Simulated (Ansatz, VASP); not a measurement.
One calculation of MgO, two programs

```xyz
4
Lattice="3.3724 0.0000 0.0000 -1.6862 2.9206 0.0000 0.0000 0.0000 4.4883" Properties=species:S:1:pos:R:3 pbc="T T T"
Mg    1.6862    0.8794    3.3663
Mg    0.0000    2.0413    1.1221
O     1.6862    1.0429    1.1221
O     0.0000    1.8777    3.3663
```

Change from the starting cell: mode 5 frozen in at -0.098 Å, strain +e along z and -e/2 along x and y +0.0700.

Alike in both runs: task single point; functional PBEsol; k mesh 9 × 9 × 6; occupations gaussian, width 0.05 eV; no spin polarisation.

|  | VASP | Ansatz |
| --- | --- | --- |
| version | VASP 6.6.1 | Ansatz 0.2.0 |
| potentials or method | VASP PAW PBE potentials, release 64 (Mg, O) | scalar-relativistic, plane waves, PAW |
| plane-wave cutoff (eV) | 520 | 520 |
| valence electrons in the cell | 16 | 32 |

VASP gave:

| Quantity | Value |
| --- | --- |
| gap on the k mesh at the Fermi level (eV) | 3.13 |
| least direct gap on the mesh (eV) | 3.13 |
| pressure (GPa) | 2.4 |
| largest component of the traceless stress (GPa) | 9.86 |
| rms of the force components (eV/Å) | 0.324 |

Q: Estimate Ansatz's values.

A: gap on the k mesh at the Fermi level (eV): 3.14; least direct gap on the mesh (eV): 3.14; pressure (GPa): 2.7; largest component of the traceless stress (GPa): 9.71; rms of the force components (eV/Å): 0.320.

Atom by atom the forces differ by 0.005 eV/Å (rms over components). The two sets of potentials don't hold the same shells in valence. Ansatz warned: «pseudo_functional_mismatch».

Caveats: the PAW data sets were made with another functional, which shifts forces and pressure a little (VASP).
